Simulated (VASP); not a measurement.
Input of a VASP 6.6.1 run:

File run.py:

```python
from ase import Atoms
from ase.calculators.vasp import Vasp
from ase.optimize import LBFGS

atoms = Atoms(
    ['I'],
    cell=[[-2.081054, 1.982405, 2.046358], [2.1042, -2.02422, 2.111319], [2.176771, 2.119937, -2.088173]],
    scaled_positions=[[-0.028675, 0.010387, 0.01279]],
    pbc=True,
)
calc = Vasp(
    directory='calc',
    xc='revpbe',
    pp='PBE',
    setups='gw',
    prec='Accurate',
    encut=550,
    ediff=1e-06,
    ismear=0,
    sigma=0.1,
    lreal=False,
    lasph=True,
    nelm=100,
    algo='Normal',
    isif=2,
    lwave=False,
    lcharg=False,
    ivdw=11,
    kpts=[9, 9, 9],
    gamma=True,
)
atoms.calc = calc
opt = LBFGS(atoms, trajectory='relax.traj')
converged = opt.run(fmax=0.01, steps=40)
print('converged:', converged)

print('energy (eV):', atoms.get_potential_energy())
print('free energy (eV):', atoms.get_potential_energy(force_consistent=True))
print('forces (eV/A):')
print(atoms.get_forces())
print('stress (eV/A^3, Voigt):', atoms.get_stress())
print('Fermi level (eV):', calc.get_fermi_level())
print('cell (A, degrees):', atoms.cell.cellpar())
print('volume (A^3):', atoms.get_volume())
print('scaled positions:')
print(atoms.get_scaled_positions())
```

Potentials or basis: VASP PAW PBE potentials, release 64 (I_GW).

Launch:

```sh
$ python run.py
```

**Question.** Predict the dispersion energy per atom.

**Answer.** -0.461 eV.

**Question.** Predict the band gap on the k mesh.

**Answer.** None (metal or under the smearing width).

Stress tensor (GPa, compression positive):
```
 0.36  2.35  0.83
 2.35  0.68 -1.08
 0.83 -1.08  0.52
```

Caveat: the relaxation stopped at its first step, so nothing moved; the PAW data sets were made with another functional, which shifts forces and pressure a little; an odd number of electrons without spin polarisation forces a metal; a magnetic or distorted state may lie lower; pairwise dispersion overbinds metals, which lowers pressure and volume. The run has no spin-orbit coupling, so splittings on I are missing.
